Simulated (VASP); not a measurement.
# PbSe (Clausthalite) (Fm-3m) in VASP: further runs, part 2 of 2

VASP 6.6.1. Earlier steps stand in the parts before.

### 5 Relaxation of cell and atoms, PBEsol+rVV10

INCAR reads:

```
SYSTEM = PbSe
ALGO     = Fast           ! electronic algorithm
BPARAM   = 20.0         
CPARAM   = 0.0093       
EDIFF    = 1E-6           ! SCF threshold, eV
EDIFFG   = -0.01          ! ionic threshold
ENCUT    = 600            ! plane-wave cutoff, eV
GGA      = PS             ! functional
IBRION   = 2              ! ionic algorithm
ISIF     = 3              ! what is computed and relaxed
ISMEAR   = -1             ! smearing method
IVDW_NL  = 2            
LASPH    = .TRUE.         ! aspherical terms in the spheres
LCHARG   = .FALSE.        ! write CHGCAR
LREAL    = .FALSE.        ! projectors in reciprocal space
LUSE_VDW = .TRUE.       
LWAVE    = .FALSE.        ! write WAVECAR
NELM     = 100            ! most SCF steps
NSW      = 60             ! ionic steps
PREC     = Accurate       ! precision mode
SIGMA    = 0.05           ! smearing width, eV
```

KPOINTS reads:

```
k-points
0
G
  8 8 8
  0 0 0
```

POSCAR reads:

```
PbSe
1.0
    0.0000000000      3.0606500000      3.0606500000
    3.0606500000      0.0000000000      3.0606500000
    3.0606500000      3.0606500000      0.0000000000
Pb Se
1 1
Direct
    0.0000000000      0.0000000000      0.0000000000
    0.5000000000      0.5000000000      0.5000000000
```

Potentials or basis: VASP PAW PBE potentials, release 64 (Pb_d, Se).

Launch:

```console
$ cat potpaw_PBE.64/Pb_d/POTCAR potpaw_PBE.64/Se/POTCAR > POTCAR
$ mpirun -np 1 vasp_std > vasp.out
```

OUTCAR:

```text
SYSTEM = PbSe
   BPARAM = 20.0
   EDIFF = 1E-6
   EDIFFG = -0.01
   ENCUT = 600
   GGA = PS
   IBRION = 2
   ISIF = 3
   ISMEAR = -1
   IVDW_NL = 2
   LASPH = .TRUE.
   LREAL = .FALSE.
   NELM = 100
   NSW = 60
   PREC = Accurate

 ion  position               nearest neighbor table
   1  0.000  0.000  0.000-   2 3.06   2 3.06   2 3.06   2 3.06   2 3.06   2 3.06
   2  0.500  0.500  0.500-   1 3.06   1 3.06   1 3.06   1 3.06   1 3.06   1 3.06

  LATTYP: Found a face centered cubic cell.
 ALAT       =     6.1213000000

  Lattice vectors:

 A1 = (   0.0000000000,   3.0606500000,   3.0606500000)
 A2 = (   3.0606500000,   0.0000000000,   3.0606500000)
 A3 = (   3.0606500000,   3.0606500000,   0.0000000000)

Analysis of symmetry for initial positions (statically):
=====================================================================
[... 273 lines left out ...]
      6      -8.6436      2.00000
      7      -1.1952      2.00000
      8       3.1602      2.00000
      9       3.1602      2.00000
     10       3.1602      2.00000
     11       9.8179      0.00000
     12       9.8179      0.00000
     13       9.8179      0.00000
     14      11.5018      0.00000
[... 377 lines left out ...]
      1     -11.7163      2.00000
      2     -11.6652      2.00000
      3     -11.6410      2.00000
      4     -11.6298      2.00000
      5     -11.6132      2.00000
      6      -7.3167      2.00000
      7      -3.4798      2.00000
      8       1.7260      2.00000
      9       2.1230      2.00000
     10       4.2591      2.00000
     11       6.3989      0.00000
     12       8.4986      0.00000
     13       9.2058      0.00000
     14      12.6028      0.00000

 [... further k-points ...]

------------------------ aborting loop because EDIFF is reached ----------------------------------------

  FORCE on cell =-STRESS in cart. coord.  units (eV):
  Direction    XX          YY          ZZ          XY          YZ          ZX
  --------------------------------------------------------------------------------------
  -------------------------------------------------------------------------------------
  Total        0.0021033      0.0021033      0.0021033      0.0000000      0.0000000     -0.0000000
  in kB        0.0597381      0.0597381      0.0597381      0.0000000      0.0000000     -0.0000000
  external PRESSURE =       0.0597381 kB  Pullay stress =       0.0000000 kB
[... 17 lines left out ...]
  FREE ENERGIE OF THE ION-ELECTRON SYSTEM (eV)
  ---------------------------------------------------
  free  energy   TOTEN  =        -8.6785155302 eV

  energy  without entropy=       -8.6777030108  energy(sigma->0) =       -8.67810927

 reached required accuracy - stopping structural energy minimisation
```

CONTCAR:

```text
PbSe
   1.00000000000000
     0.0000000000000000    3.0439988032603642    3.0439988032603642
     3.0439988032603642    0.0000000000000000    3.0439988032603642
     3.0439988032603642    3.0439988032603642   -0.0000000000000000
  Pb              Se
     1     1
Direct
     0.0000000000000000    0.0000000000000000    0.0000000000000000
     0.5000000000000000    0.5000000000000000    0.5000000000000000

  0.00000000E+00  0.00000000E+00  0.00000000E+00
  0.00000000E+00  0.00000000E+00  0.00000000E+00
```

Run time: 5.2 min. Hardware: 1 thread of Intel Xeon Platinum 8259CL at 2.50GHz (Skylake/Cascade Lake), shared host; peak memory 0.39 GiB.

Results:

```
Free energy                            : -8.6785 eV
Relaxed volume                         : 28.21 Å³/atom
Relaxed cell                           : a = 4.305 Å, b = 4.305 Å, c = 4.305 Å, α = 60.00°, β = 60.00°, γ = 60.00°
Space group after relaxing (to 0.05 Å) : Fm-3m (No. 225)
Energy gained by relaxing              : 1.3 meV/atom
Ionic steps                            : 3
Pressure after relaxing                : 0.0 GPa
Band gap on the k mesh                 : 0.13 eV, direct
```

Step by step:
| step | energy change (eV) | largest force (eV/Å) | pressure (GPa) | volume (Å³) |
| --- | --- | --- | --- | --- |
| 1 | 0.0000 | 0.0000 | -0.87 | 57.34 |
| 2 | -0.0022 | 0.0000 | 0.35 | 56.05 |
| 3 | -0.0026 | 0.0000 | 0.01 | 56.41 |

Final structure:
```cif
data_structure
_symmetry_space_group_name_H-M 'P 1'
_symmetry_Int_Tables_number 1
_cell_length_a 4.3049
_cell_length_b 4.3049
_cell_length_c 4.3049
_cell_angle_alpha 60.000
_cell_angle_beta 60.000
_cell_angle_gamma 60.000
_cell_volume 56.41
loop_
_atom_site_label
_atom_site_type_symbol
_atom_site_fract_x
_atom_site_fract_y
_atom_site_fract_z
_atom_site_occupancy
Pb1 Pb 0.00000 0.00000 0.00000 1
Se1 Se 0.50000 0.50000 0.50000 1
```

Caveat: the PAW data sets were made with another functional, which shifts forces and pressure a little; spin-orbit coupling is left out, which as a rule narrows the gap of such compounds by several tenths of an eV.

### 6 Relaxation of cell and atoms, RPBE+D3

INCAR reads:

```
SYSTEM = PbSe
  ALGO = Fast
  EDIFF = 1E-6
  EDIFFG = -0.02
  ENCUT = 600
  GGA = RP
  IBRION = 2
  ISIF = 3
  ISMEAR = -1
  IVDW = 11
  LASPH = .True.
  LCHARG = .False.
  LREAL = .False.
  LWAVE = .False.
  NELM = 100
  NSW = 60
  PREC = Accurate
  SIGMA = 0.05
```

KPOINTS reads:

```
k-points
0
Gamma
  8 8 8
  0 0 0
```

POSCAR is that of step 5.

Potentials or basis: VASP PAW PBE potentials, release 64 (Pb_d, Se).

Launch:

```console
$ cat potpaw_PBE.64/Pb_d/POTCAR potpaw_PBE.64/Se/POTCAR > POTCAR
$ mpirun -np 1 vasp_std > vasp.out
```

Run time: 93 s. Hardware: 1 thread of Intel Xeon Platinum 8259CL at 2.50GHz (Skylake/Cascade Lake), shared host; peak memory 0.24 GiB.

It converged, with:

```yaml
Free_energy: -8.2612 eV
Relaxed_volume: 30.52 Å³/atom
Relaxed_cell: a = 4.419 Å, b = 4.419 Å, c = 4.419 Å, α = 60.00°, β = 60.00°, γ = 60.00°
Space_group_after_relaxing_to_0.05_Å: Fm-3m (No. 225)
Energy_gained_by_relaxing: 14.7 meV/atom
Ionic_steps: 3
Pressure_after_relaxing: 0.0 GPa
Band_gap_on_the_k_mesh: 0.57 eV, direct
Dispersion_energy_per_atom: -0.370 eV
```

Step by step:
| step | energy change (eV) | largest force (eV/Å) | pressure (GPa) | volume (Å³) |
| --- | --- | --- | --- | --- |
| 1 | 0.0000 | 0.0000 | 2.86 | 57.34 |
| 2 | -0.0286 | 0.0000 | -0.31 | 61.70 |
| 3 | -0.0294 | 0.0000 | -0.03 | 61.04 |

Final structure:
```xyz
2
Lattice="0.0000 3.1250 3.1250 3.1250 0.0000 3.1250 3.1250 3.1250 0.0000" Properties=species:S:1:pos:R:3 pbc="T T T"
Pb    0.0000    0.0000    0.0000
Se    3.1250    3.1250    3.1250
```

Levels at points of the mesh, in eV from the valence-band top:
| k point | band 6 | band 7 | band 8 | band 9 | band 10 | band 11 | band 12 | band 13 | band 14 |
| --- | --- | --- | --- | --- | --- | --- | --- | --- | --- |
| (0.00, 0.00, 0.00) | -13.02 | -6.32 | -1.57 | -1.57 | -1.57 | 4.66 | 4.66 | 4.66 | 6.73 |
| (0.50, 0.00, 0.00) | -12.10 | -8.41 | -1.21 | -1.21 | 0.00 | 0.57 | 1.91 | 1.91 | 8.65 |
| (0.50, 0.50, 0.00) | -11.81 | -7.22 | -4.41 | -2.81 | -2.81 | 4.09 | 5.46 | 5.46 | 5.88 |

Caveat: the PAW data sets were made with another functional, which shifts forces and pressure a little; spin-orbit coupling is left out, which as a rule narrows the gap of such compounds by several tenths of an eV.

### 7 Overview

| task | level | cell | cutoff (eV) | smearing | gap on the mesh (eV) | pressure (GPa) | relaxed volume (Å³/atom) |
| --- | --- | --- | --- | --- | --- | --- | --- |
| relaxation of cell and atoms | BLYP+D4 | relaxed | 600 | fermi-dirac 0.05 eV | 0.65 | 0.0 | 31.73 |
| single point | PBE | as given | 520 | gaussian 0.028 eV | 0.29 | 2.4 | - |
| relaxation of cell and atoms | PBEsol+D4 | relaxed | 600 | fermi-dirac 0.05 eV | 0.09 | 0.0 | 27.75 |
| relaxation of cell and atoms | PBEsol+rVV10 | relaxed | 600 | fermi-dirac 0.05 eV | 0.13 | 0.0 | 28.21 |
| relaxation of cell and atoms | RPBE+D3 | relaxed | 600 | fermi-dirac 0.05 eV | 0.57 | 0.0 | 30.52 |

Alike in all rows: potentials or basis VASP PAW PBE potentials, release 64 (Pb_d, Se); no spin polarisation; k mesh 8 × 8 × 8.

Caveats: spin-orbit coupling is left out, which as a rule narrows the gap of such compounds by several tenths of an eV; the PAW data sets were made with another functional, which shifts forces and pressure a little (some runs); the volume moved by +11 % from the deposited cell, more than functionals usually miss (some runs).

Absolute energies hang on the potentials; compare differences alone.

### 8 Comparison with measurements

Step 2. The cell as given is a measured one (28.67 Å³/atom); BLYP+D4 puts the equilibrium volume +10.7 % from it, thermal expansion not counted.

Step 3. A measured gap of PbSe is 0.15 eV (direct; 4.2 K; a printed reference work, monograph); the calculated 0.29 eV misses it by +0.14 eV. 2 values of this kind are on record (0.15 to 0.28 eV); this one was drawn at random. Spin-orbit coupling on Pb, Se is left out. The value is that of PBE on a finite k mesh, which can miss the band edges, without temperature or zero-point motion.

Step 4. The cell as given is a measured one (28.67 Å³/atom); PBEsol+D4 puts the equilibrium volume -3.2 % from it, thermal expansion not counted.

Step 5. The cell as given is a measured one (28.67 Å³/atom); PBEsol+rVV10 puts the equilibrium volume -1.6 % from it, thermal expansion not counted.

Step 6. The cell as given is a measured one (28.67 Å³/atom); RPBE+D3 puts the equilibrium volume +6.4 % from it, thermal expansion not counted.
